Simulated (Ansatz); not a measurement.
**ZnS under changes of volume**

One of the cells (19.727 Å³/atom); the others are scaled copies at fixed shape and fractional positions:

```
CELL_PARAMETERS angstrom
0.00000 2.70200 2.70200
2.70200 0.00000 2.70200
2.70200 2.70200 0.00000
ATOMIC_POSITIONS crystal
Zn 0.75000 0.75000 0.75000
S 0.00000 0.00000 0.00000
```

```yaml
Program: Ansatz 0.2.0
Functional: LDA
Potentials_or_basis: all-electron LAPW, scalar-relativistic
Cutoff: 281 eV (chosen from the basis error)
Basis_error_allowed: 0.001 eV/atom
k_mesh: 9 × 9 × 9
Occupations: fermi-dirac, width 0.05 eV
Spin: no spin polarisation
```

```csv
volume (Å³/atom),energy over the lowest point (meV/atom),pressure (GPa),gap on the mesh (eV)
18.543,0.00,0.2,2.13
18.938,1.81,-1.6,2.04
19.332,?,?,?
19.727,17.20,-4.5,1.86
20.121,29.94,-5.8,1.77
20.516,45.55,-6.9,1.69
20.910,63.73,-7.9,1.61
```

What does the run at 19.332 Å³/atom give?

Energy over the lowest point 7.69 meV/atom; pressure -3.1 GPa; gap on the mesh 1.95 eV.

Worked out: A Birch-Murnaghan fit of order 3 (a polynomial in V^(-2/3)) to the other rows has its minimum at 18.58 Å³/atom with B0 = V·E''(V) = 86 GPa and B' = 4.4. It gives 7.68 meV/atom at 19.332 Å³/atom, against the run's 7.69, and -dE/dV = -3.2 GPa, against -3.1. A straight line through the other rows of the gap, of slope -4.35 eV per unit of ln V (its deformation potential), gives 1.95 eV, against the run's 1.95.

Energies are extrapolated to zero smearing.
